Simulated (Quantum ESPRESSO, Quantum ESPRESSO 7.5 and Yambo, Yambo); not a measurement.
## Quasiparticle gap of BAs (F-43m) in Yambo

Aim: the G0W0 gap of BAs (F-43m) on PBE, step by step.

Method: PBE and many-body steps on it, plane waves, in Quantum ESPRESSO 7.5 and Yambo 5.3.0.

**Experimental background.**

- Gap 2.02 eV: indirect gap from square root of absorption coefficient, average of three samples; transmission and reflection spectroscopy; 300 K; bulk crystal (CVT-grown platelets about 10 um thick) (“Optical properties of cubic boron arsenide”, 2019, arxiv:1911.04914).

- Gap 4.12 eV: direct gap from square of absorption coefficient, average of two samples; spectroscopic ellipsometry; 300 K; bulk crystal (CVT-grown opaque bulk crystals) (“Optical properties of cubic boron arsenide”, 2019, arxiv:1911.04914).

- Gap 1.82 eV: indirect gap from Tauc plot of optical absorption; UV-visible absorption, indirect Tauc plot; 300 K; bulk crystal (three thin as-grown single crystals with the same absorption edge) (“Photoluminescence mapping and time-domain thermo-photoluminescence for rapid imaging and measurement of thermal conductivity of boron arsenide”, 2019, arxiv:1910.07149).

This is a report of a sequence of runs, with most program output left out.

### Step 1. The starting structure

It takes space group F-43m (No. 216, cubic). Conventional cell: a = 4.777 Å, b = 4.777 Å, c = 4.777 Å, α = 90.00°, β = 90.00°, γ = 90.00°. B has 4 As at 2.07 Å nearest. Nearest to As lie 4 B at 2.07 Å. Farther neighbours are not listed.

The cell and positions come from the Crystallography Open Database and are kept as given unless a step says otherwise.

### Step 2. Ground state

This step: Quantum ESPRESSO 7.5; DFT, PBE, plane waves, norm-conserving pseudopotentials.

The ground-state density comes first.

pw.in reads:

```
&control
  calculation = 'scf'
  prefix = 'x'
  outdir = 'o'
  pseudo_dir = 'pseudo'
/
&system
  ibrav = 0
  nat = 2
  ntyp = 2
  ecutwfc = 76.0
  nbnd = 14
  force_symmorphic = .true.
/
&electrons
  conv_thr = 1e-10
  electron_maxstep = 80
  mixing_beta = 0.5
/
ATOMIC_SPECIES
  B 10.81 B.upf
  As 74.922 As.upf
CELL_PARAMETERS angstrom
  -0.0000000000 2.3885000000 2.3885000000
  2.3885000000 -0.0000000000 2.3885000000
  2.3885000000 2.3885000000 -0.0000000000
ATOMIC_POSITIONS crystal
  B 0.0000000000 0.0000000000 0.0000000000
  As 0.2500000000 0.2500000000 0.2500000000
K_POINTS automatic
  8 8 8 0 0 0
```

The run is started by

```bash
$ OMP_NUM_THREADS=1 mpirun -n 4 pw.x -nk 4 -in pw.in > pw.out
```

Elapsed: 4.6 s, on 4 MPI ranks of Arm Neoverse V1, shared host; peak memory 0.21 GiB; 18 s of CPU time.

This step gave:

```yaml
total_energy: -2966.2869 eV
gap: 1.209 eV
k_of_the_valence_top: 0, 0, 0
k_of_the_conduction_bottom: 0, 0.375, 0.375
least_direct_gap: 3.292 eV
```

The gap is indirect, with the least direct gap 2.08 eV higher.

### Step 3. Bands along the symmetry lines

Levels along a band path, at the cheap level, show where the edges lie and whether the meshes to come will hold them.

pw.in reads:

```
&control
  calculation = 'bands'
  prefix = 'x'
  outdir = 'o'
  pseudo_dir = 'pseudo'
/
&system
  ibrav = 0
  nat = 2
  ntyp = 2
  ecutwfc = 76.0
  nbnd = 15
  force_symmorphic = .true.
/
&electrons
  conv_thr = 1e-9
  electron_maxstep = 80
  diago_full_acc = .true.
  diago_thr_init = 5e-6
/
ATOMIC_SPECIES
  B 10.81 B.upf
  As 74.922 As.upf
CELL_PARAMETERS angstrom
  -0.0000000000 2.3885000000 2.3885000000
  2.3885000000 -0.0000000000 2.3885000000
  2.3885000000 2.3885000000 -0.0000000000
ATOMIC_POSITIONS crystal
  B 0.0000000000 0.0000000000 0.0000000000
  As 0.2500000000 0.2500000000 0.2500000000
K_POINTS crystal
  50
  0.00000000 0.00000000 0.00000000 1
  -0.06250000 -0.06250000 0.00000000 1
  -0.12500000 -0.12500000 0.00000000 1
  -0.18750000 -0.18750000 0.00000000 1
  -0.25000000 -0.25000000 0.00000000 1
  -0.31250000 -0.31250000 0.00000000 1
  -0.37500000 -0.37500000 0.00000000 1
  -0.43750000 -0.43750000 0.00000000 1
  -0.50000000 -0.50000000 0.00000000 1
  -0.48437500 -0.48437500 0.03125000 1
  -0.46875000 -0.46875000 0.06250000 1
  -0.45312500 -0.45312500 0.09375000 1
  -0.43750000 -0.43750000 0.12500000 1
  -0.42187500 -0.42187500 0.15625000 1
  -0.40625000 -0.40625000 0.18750000 1
  -0.39062500 -0.39062500 0.21875000 1
  -0.37500000 -0.37500000 0.25000000 1
  -0.37500000 0.00000000 0.37500000 1
  -0.32812500 0.00000000 0.32812500 1
  -0.28125000 0.00000000 0.28125000 1
  -0.23437500 0.00000000 0.23437500 1
  -0.18750000 0.00000000 0.18750000 1
  -0.14062500 0.00000000 0.14062500 1
  -0.09375000 0.00000000 0.09375000 1
  -0.04687500 0.00000000 0.04687500 1
  0.00000000 0.00000000 0.00000000 1
  0.00000000 0.00000000 0.06250000 1
  0.00000000 0.00000000 0.12500000 1
  0.00000000 0.00000000 0.18750000 1
  0.00000000 0.00000000 0.25000000 1
  0.00000000 0.00000000 0.31250000 1
  0.00000000 0.00000000 0.37500000 1
  0.00000000 0.00000000 0.43750000 1
  -0.00000000 -0.00000000 0.50000000 1
  -0.06250000 -0.03125000 0.46875000 1
  -0.12500000 -0.06250000 0.43750000 1
  -0.18750000 -0.09375000 0.40625000 1
  -0.25000000 -0.12500000 0.37500000 1
  -0.31250000 -0.15625000 0.34375000 1
  -0.37500000 -0.18750000 0.31250000 1
  -0.43750000 -0.21875000 0.28125000 1
  -0.50000000 -0.25000000 0.25000000 1
  -0.50000000 -0.28125000 0.21875000 1
  -0.50000000 -0.31250000 0.18750000 1
  -0.50000000 -0.34375000 0.15625000 1
  -0.50000000 -0.37500000 0.12500000 1
  -0.50000000 -0.40625000 0.09375000 1
  -0.50000000 -0.43750000 0.06250000 1
  -0.50000000 -0.46875000 0.03125000 1
  -0.50000000 -0.50000000 0.00000000 1
```

Run time: 2.8 s. Hardware: 4 MPI ranks; peak memory 0.18 GiB; 11 s of CPU time.

This step gave:

* gap: 1.209 eV
* k of the valence top: 0, 0, 0
* k of the conduction bottom: -0.375, -0.375, 0
* least direct gap: 3.292 eV

The gap is 1.209 eV, as in the run before at this level.

Electronic bands along the path, in eV, zero at the top of the highest filled band:

```csv
point,band 6,band 7,band 8,band 9,band 10,band 11,band 12,band 13
Γ,-15.40,0.00,0.00,0.00,3.29,3.29,3.29,4.69
halfway,-14.05,-4.10,-2.70,-2.70,1.67,4.55,7.42,7.42
X,-11.22,-8.51,-4.07,-4.07,1.45,1.46,11.39,11.39
halfway,-11.19,-8.41,-4.90,-3.92,1.61,2.81,10.72,10.82
U,-11.26,-8.13,-5.94,-3.48,2.06,5.57,9.24,9.78
jump to K,-11.26,-8.13,-5.94,-3.48,2.06,5.57,9.24,9.78
halfway,-13.91,-5.13,-3.78,-1.13,3.99,4.92,5.80,7.02
Γ,-15.40,0.00,0.00,0.00,3.29,3.29,3.29,4.69
halfway,-14.40,-4.93,-1.15,-1.15,3.08,4.67,4.67,7.92
L,-12.53,-8.77,-1.82,-1.82,2.70,4.81,4.81,8.91
halfway,-11.96,-8.28,-4.55,-3.07,3.99,4.79,7.48,9.06
W,-11.06,-8.05,-5.48,-5.18,5.28,5.95,6.83,7.06
halfway,-11.14,-8.31,-4.81,-4.69,2.91,3.02,9.72,10.01
X,-11.22,-8.51,-4.07,-4.07,1.45,1.46,11.39,11.39
```

### Step 4. Empty states on the mesh, 6×6×6 mesh, 70 bands

The sums over transitions need many empty states on a uniform mesh; this step solves for them.

pw.in reads:

```
&control
  calculation = 'nscf'
  prefix = 'x'
  outdir = 'o'
  pseudo_dir = 'pseudo'
/
&system
  ibrav = 0
  nat = 2
  ntyp = 2
  ecutwfc = 76.0
  nbnd = 70
  force_symmorphic = .true.
/
&electrons
  conv_thr = 1e-9
  electron_maxstep = 80
  diago_full_acc = .true.
  diago_thr_init = 5e-6
/
ATOMIC_SPECIES
  B 10.81 B.upf
  As 74.922 As.upf
CELL_PARAMETERS angstrom
  -0.0000000000 2.3885000000 2.3885000000
  2.3885000000 -0.0000000000 2.3885000000
  2.3885000000 2.3885000000 -0.0000000000
ATOMIC_POSITIONS crystal
  B 0.0000000000 0.0000000000 0.0000000000
  As 0.2500000000 0.2500000000 0.2500000000
K_POINTS automatic
  6 6 6 0 0 0
```

Wall time 4.5 s (4 MPI ranks); peak memory 0.23 GiB.

This step gave:

```
gap                                                           : 1.294 eV
k of the valence top                                          : 0, 0, 0
k of the conduction bottom                                    : 0, 0.3333, 0.3333
least direct gap                                              : 3.292 eV
k points computed                                             : 16
lowest point of the top converged band, above the valence top : 85.7106 eV
```

On this mesh the gap is 1.294 eV. The earlier step found 1.209 eV, so this mesh misses an edge.

### Step 5. Conversion and set-up

This step: Yambo 5.3.0; conversion and set-up on PBE, plane waves, norm-conserving pseudopotentials.

The states are converted to the many-body program's format and the q mesh is built.

The run is started by

```bash
$ (cd o/x.save; p2y > p2y.log; mv SAVE ../..); yambo > setup.log
```

Wall time 2.4 s (1 MPI rank); peak memory 0.24 GiB.

### Step 6. Screening and self-energy, 6×6×6 mesh, 70 bands, screening to 129.3 eV

G0W0 replaces the xc potential by the self-energy, built once from these orbitals. Only a window of levels is corrected, while the sums run over the empty bands that the input names.

This step: G0W0 on PBE, plane waves, norm-conserving pseudopotentials.

gw1.in reads:

```
HF_and_locXC
gw0
dyson
ppa
em1d
rim_cut
RandQpts= 1000000
RandGvec= 1 RL
EXXRLvcs= 76 Ry
VXCRLvcs= 304 Ry
Chimod= "HARTREE"
% BndsRnXp
 1 | 70 |
%
NGsBlkXp= 9.5 Ry
% LongDrXp
 1 | 1 | 1 |
%
% GbndRnge
 1 | 70 |
%
DysSolver= "n"
ExtendOut
PPAPntXp= 27.21138 eV
% QPkrange
 1 | 16 | 7 | 13 |
%
```

The run is started by

```bash
$ OMP_NUM_THREADS=1 mpirun -n 4 yambo -F gw1.in -J gw1 -C gw1 > gw1.log
```

It took 7.7 min on 4 MPI ranks; peak memory 1.5 GiB; 31 min of CPU time.

This step gave:

| Property | Result |
| --- | --- |
| G0W0 gap on the mesh | 2.146 eV |
| starting gap on the mesh | 1.294 eV |
| k of the valence top | 0, 0, 0 |
| k of the conduction bottom | 0, 0.3333, 0.3333 |
| least direct G0W0 gap on the computed points | 4.087 eV |
| Z at the valence top | 0.8057 |
| Z at the conduction bottom | 0.8146 |

The gap on the mesh goes from 1.29 eV to 2.15 eV, a correction of +0.85 eV. The start differs from the 1.21 eV found before because the two sample other k points.

Limits: finite bands, cutoff and mesh; exchange with frozen shells missing; no spin-orbit coupling. v1 is the top filled band, c1 the lowest empty one. Levels before and after the correction, in eV, zero at the valence-band top of each column:

```csv
,conduction bottom,valence top
Kohn-Sham,1.29,0.00
G0W0,2.15,0.00
```

```csv
,level,energy (eV)
Kohn-Sham,Γ v3-v1,0.000
Kohn-Sham,Γ c1-c3,3.292
Kohn-Sham,Γ c4,4.688
Kohn-Sham,(0 0.333 0.333) v3,-5.939
Kohn-Sham,(0 0.333 0.333) v2-v1,-3.451
Kohn-Sham,(0 0.333 0.333) c1,1.294
Kohn-Sham,(0 0.333 0.333) c2,3.157
Kohn-Sham,(0 0.333 0.333) c3-c4,9.169
G0W0,Γ v3-v1,0.000
G0W0,Γ c1-c3,4.087
G0W0,Γ c4,5.542
G0W0,(0 0.333 0.333) v3,-6.265
G0W0,(0 0.333 0.333) v2-v1,-3.715
G0W0,(0 0.333 0.333) c1,2.146
G0W0,(0 0.333 0.333) c2,4.066
G0W0,(0 0.333 0.333) c3-c4,10.179
```

### Step 7. Where the time went

Times are wall times on the hardware named with each run, good to a factor of about two.

```csv
step,time,share,memory (GiB)
ground state,4.6 s,1 %,0.21
bands along the symmetry lines,2.8 s,1 %,0.18
empty states on the mesh,4.5 s,1 %,0.23
conversion and set-up,2.4 s,1 %,0.24
screening and self-energy,7.7 min,97 %,1.5
```

### Step 8. What came out

```json
{"PBE gap": "1.21 eV, indirect", "G0W0 gap on the mesh": "2.15 eV", "G0W0 gap over the zone (rigid shift)": "2.06 eV", "GW settings": "6×6×6 mesh, 70 bands, screening to 129.3 eV, Godby-Needs plasmon pole", "known limits": "not at the basis limit; exchange with frozen shells missing; no spin-orbit coupling"}
```

What this shows: G0W0 moves the gap on the mesh from 1.29 eV to 2.15 eV (+0.85 eV), with Z of 0.81 and 0.81 at the edges. The mesh misses the band edges by 0.08 eV in all; a rigid shift gives 2.06 eV for the zone. The dearest step here is «screening and self-energy». Against experiment, by G0W0@PBE: the gap of 2.06 eV lies +0.04 eV from the measured 2.02 eV (indirect, 300 K, 2019); the direct gap of 4.09 eV lies −0.03 eV from the measured 4.12 eV (direct, 300 K, 2019); the gap of 2.06 eV lies +0.24 eV from the measured 1.82 eV (indirect, 300 K, 2019). An exciton line or allowed optical edge lies below the quasiparticle gap by the binding energy; a forbidden edge can push the onset above it. The calculation has static nuclei and no excitons; a measured gap holds zero-point and thermal motion, which mostly lowers it. Bands and cutoff are finite, so the gap is not at the basis limit. The miss can reach some tenths of an eV and take either sign; the mesh is an error of its own. A denser mesh or path gives a starting gap of 1.21 eV: the GW mesh misses a band edge, so its gaps are not the fundamental one. The norm-conserving file of at least one element keeps a d shell over frozen s and p shells of the same row. Exchange with those shells is missing from the self-energy, an error of 0.3 to 0.9 eV in cases checked, whose sign depends on which edge lies on those atoms. The many-body steps are scalar-relativistic: spin-orbit coupling is not in them.

[Paths, hosts, dates, memory and timing lines, banners, echoed tables and standing remarks are left out of the program output.]

[Logs are printed without paths, hosts, clocks, repeated set-up lines and the standing remarks that a program may print on its own settings, such as how far it seeks lower states.]

[Runs of the session that timed out or met a known fault of the program may be left out.]

[Hosts, paths, dates, database ids (printed as entryN), source tags and the programs' standing remarks are cut or masked in the printed files.]
